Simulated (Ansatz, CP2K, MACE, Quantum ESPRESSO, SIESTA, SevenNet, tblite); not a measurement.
# Rock-salt ZrC, displaced supercell (64 atoms) under volume change, by several methods

Aim: pressure against volume for rock-salt ZrC, displaced supercell (64 atoms), with plane waves as the reference.

Results are calculated, not measured.

**1. Set-up**

The cell holds 64 atoms (32 Zr and 32 C), with edges of 9.40, 9.40 and 9.40 Å. Recipe: rock-salt ZrC (a = 4.698 Å), 2 x 2 x 2 conventional cells; every coordinate displaced by a Gaussian of 0.02 Å.

Bonds by pair of elements; cutoffs follow the first minimum of g(r), held within bounds set by covalent radii, and pairs that aren't listed don't count as bonded:

```tsv
pair A-B	cutoff (Å)	bonds	mean length (Å)	spread (Å)	shortest (Å)	B about A	A about B
C-Zr	2.94	192	2.35	0.029	2.26	6	6
```

**2. The reference input**

Quantum ESPRESSO 7.5: Kohn-Sham DFT, PBE, SSSP efficiency 1.3.0 pseudopotentials, plane waves. Its input, pw.in, for the unchanged cell:

```
&control
  calculation = 'scf'
  pseudo_dir = './pseudo'
  outdir = './tmp'
  disk_io = 'none'
  tprnfor = .true.
  tstress = .true.
/
&system
  ibrav = 0
  nat = 64
  ntyp = 2
  ecutwfc = 45
  ecutrho = 360
  nosym = .true.
  occupations = 'smearing'
  smearing = 'fd'
  degauss = 0.003675
/
&electrons
  conv_thr = 3.2e-07
  electron_maxstep = 100
  mixing_beta = 0.2
  mixing_mode = 'local-TF'
  diagonalization = 'david'
/
ATOMIC_SPECIES
Zr 91.224 Zr.upf
C 12.011 C.upf
CELL_PARAMETERS angstrom
9.39600 0.00000 0.00000
0.00000 9.39600 0.00000
0.00000 0.00000 9.39600
ATOMIC_POSITIONS crystal
Zr 0.99844 0.00493 0.99967
C 0.24771 0.00325 0.99952
Zr 0.00234 0.25110 0.25261
C 0.24815 0.24707 0.24860
[... 58 atom lines left out ...]
Zr 0.74658 0.74985 0.50304
C 0.49774 0.75060 0.50073
K_POINTS gamma
```

```console
$ OMP_NUM_THREADS=1 mpirun -np 2 pw.x -in pw.in > output.txt
```

Wall time 3.1 min (2 MPI ranks of Arm Neoverse V1, shared host); peak memory 1.8 GiB.

It converged with an r.m.s. force component of 0.28 eV/Å and a pressure of -0.62 GPa.

**3. The levels**

Every level solves the same cells as single points. CPU time is summed over a level's finished runs, on a host shared with the other runs, so it is rough; the force column is the median over cells of the r.m.s. difference of force components from the reference.

| level | basis or training data | k-points | runs finished | CPU time | peak memory (GiB) | force difference (meV/Å) |
| --- | --- | --- | --- | --- | --- | --- |
| QE, PBE | plane waves, SSSP efficiency, 45/360 Ry | Γ | 3 of 3 | 18 min | 1.9 | reference |
| CP2K double zeta, PBE | DZVP-UZH, GTH-PBE potentials, 600 Ry | Γ | 3 of 3 | 55 min | 6.1 | 20 |
| SIESTA DZP, PBE | DZP orbitals, shift 0.01 Ry, mesh 300 Ry | Γ | 3 of 3 | 18 min | 1.3 | 46 |
| tblite GFN1-xTB | tight binding with its own dispersion term | Γ | 3 of 3 | 13 s | 0.12 | 155 |
| MACE MPA-0 medium | trained on PBE(+U) plane-wave data | - | 3 of 3 | 26 s | 1.0 | 149 |
| SevenNet 0 | trained on PBE(+U) plane-wave data | - | 3 of 3 | 24 s | 0.78 | 153 |

The reference's own r.m.s. force component runs from 257 to 312 meV/Å over these cells.

**4. Pressure against volume**

The cell is scaled evenly with fractional positions held. The unchanged volume is 12.961 Å³ an atom. Pressures in GPa:

```tsv
level	-3 %	0	+3 %
QE, PBE	6.43	-0.62	-6.62
CP2K double zeta, PBE	8.98	1.59	-4.74
SIESTA DZP, PBE	7.15	-0.15	-6.40
tblite GFN1-xTB	26.52	20.33	15.18
MACE MPA-0 medium	15.92	6.19	-2.25
SevenNet 0	12.88	4.32	-2.85
```

Energy less that of the unchanged cell at the same level, in meV an atom:

```tsv
level	-3 %	+3 %
QE, PBE	6.91	8.87
CP2K double zeta, PBE	12.60	4.02
SIESTA DZP, PBE	8.27	8.15
tblite GFN1-xTB	56.61	-42.86
MACE MPA-0 medium	26.65	-4.46
SevenNet 0	20.59	-1.52
```

**5. Moduli**

From the three volumes nearest the unchanged one: B from the slope of pressure against ln V and from the curvature of the energy, the pressure that the slope of the energy implies, and the volume change at which the printed pressure crosses zero (a dash if it doesn't within the range).

```tsv
level	B from pressures (GPa)	B from energies (GPa)	printed pressure (GPa)	pressure from energies (GPa)	zero pressure at (%)
QE, PBE	217.5	216.7	-0.62	-0.40	-0.3
CP2K double zeta, PBE	228.7	228.3	1.59	1.77	+0.7
SIESTA DZP, PBE	225.8	225.5	-0.15	0.02	-0.1
tblite GFN1-xTB	188.9	188.9	20.33	20.49	-
MACE MPA-0 medium	302.9	304.8	6.19	6.41	+2.2
SevenNet 0	262.3	261.9	4.32	4.55	+1.8
```

As a check by hand on the reference: from -3 to +3 % the pressure falls by 13.05 GPa while ln V grows by 0.0600, a ratio of 217.4 GPa.

**6. What came out**

The plane-wave reference (PBE) gives a bulk modulus of 217.5 GPa from its pressures, at a volume where its pressure is -0.62 GPa; that pressure crosses zero at -0.3 %. Other programs at PBE: CP2K double zeta, PBE 228.7 GPa (+5 %) and SIESTA DZP, PBE 225.8 GPa (+4 %); their pressures lie +0.47 to +2.21 GPa from the reference's. Learned potentials: MACE MPA-0 medium 302.9 GPa (+39 %) and SevenNet 0 262.3 GPa (+21 %); their pressures lie +4.94 to +6.81 GPa from the reference's.

Tight binding: tblite GFN1-xTB 188.9 GPa (-13 %); its pressure lies +20.95 GPa from the reference's. The moduli are read at one volume but at unlike pressures, and a cell under tension is as a rule softer than one under compression. Moduli from the energies run from 189 to 305 GPa, within 10 % of those from pressures.

Caveats: Atoms are held in fractional coordinates, so these moduli are upper bounds to relaxed ones. Three points at finite strain give rough moduli, at the given volume rather than at zero pressure. Pressures at a fixed plane-wave cutoff or in a small atom-centred basis hold some basis error. The reference samples only Γ, in a cell whose shortest periodic width is 9 Å. The reference isn't exact: its cutoffs and mesh weren't converged further here. SIESTA's automatically made basis is far from complete, and its potentials were converted by us (checked for H, C, O, Si, Ge and Ca alone). The learned potentials mimic data converged in k, so the sampling error of the reference's coarse mesh counts against them here, while programs on the same mesh share it. Where levels are smeared, the DFT runs use Fermi–Dirac occupations at 580 K (0.05 eV), and energies are free energies.

[Logs are printed without paths, hosts, clocks, repeated set-up lines and the standing remarks that a program may print on its own settings, such as how far it seeks lower states.]

[Hosts, paths, dates, database ids (printed as entryN), source tags and the programs' standing remarks are cut or masked in the printed files.]
